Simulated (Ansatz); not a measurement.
TiCo:

```
Co Ti
1.0
     2.98611    0.00000    0.00000
     0.00000    2.98611    0.00000
     0.00000    0.00000    2.98611
Co Ti
1 1
Direct
  0.50000 0.50000 0.50000
  0.00000 0.00000 0.00000
```

The cell comes from a database or a generator and needn't be the stable form of this composition.

Alike in all runs: program Ansatz 0.2.0; functional PBE; potentials or basis Ansatz PAW; cutoff 420 eV (not typed: the program's choice for these potentials); k mesh 8 × 8 × 8; occupations fermi-dirac, width 0.05 eV.

The same cell was started in several ways:

```tsv
start	free energy over the lowest (meV/atom)	net moment (μB)	site or absolute moments (μB)	gap
collinear spin, ferromagnetic start of up to 3 μB; fixed moment 4.5	1426.9	4.50	Co +2.32; Ti +1.37	-
collinear spin, ferromagnetic start of up to 1.47 μB; fixed moment 2.2	303.5	2.20	Co +1.51; Ti +0.45	-
collinear spin, ferromagnetic start of up to 4 μB; fixed moment 6	2793.1	6.00	Co +2.86; Ti +1.92	-
collinear spin, ferromagnetic start of up to 0.53 μB; fixed moment 0.8	0.0	0.80	Co +0.97; Ti -0.08	-
collinear spin, ferromagnetic start of up to 2.53 μB; fixed moment 3.8	993.3	3.80	Co +2.10; Ti +1.07	-
collinear spin, ferromagnetic start of up to 2 μB; fixed moment 3	596.5	3.00	Co +1.86; Ti +0.73	-
collinear spin, ferromagnetic start of up to 1 μB; fixed moment 1.5	87.7	1.50	Co +1.20; Ti +0.21	-
collinear spin, program default start; fixed moment 0	12.1	0.00	-	-
```

All polarised runs hold their moment fixed, so the table maps the energy against it. A still lower state may exist.

Caveats: the total moment is fixed, so each spin has its own Fermi level.
